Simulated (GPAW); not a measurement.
The system is Fe.

```
Fe
1.0
    -1.44300    1.44300    1.44300
     1.44300   -1.44300    1.44300
     1.44300    1.44300   -1.44300
Fe
1
Cartesian
  0.0000 0.0000 0.0000
```

Base run:

```yaml
Program: GPAW 26.7.0
Functional: PBEsol
Potentials_or_basis: PAW data sets generated in the run's folder for this functional
Cutoff: 600 eV
Basis: pw
k_mesh: 13 × 13 × 13
Occupations: fermi-dirac, width 0.05 eV
Spin: collinear spin, ferromagnetic start
Starting_moments: "[3.0] μB"
Hubbard_terms: Fe d U = 8 eV
```

Its results: pressure 33.0 GPa; net moment 3.39 μB per cell; site moments Fe +3.59 μB.

The run is repeated on the same cell with these changes: hubbard terms from Fe d U = 8 eV to Fe d U = 2 eV. What comes out?

Pressure -2.7 GPa; net moment 2.69 μB per cell; site moments Fe +2.81 μB.

Caveats: the U is typed as a test and isn't derived for this compound; a pressure of tens of GPa on the cell as given is suspect, and the run, the potentials or the cell itself is likely at fault (some runs).

Not every run made on this cell is shown here.
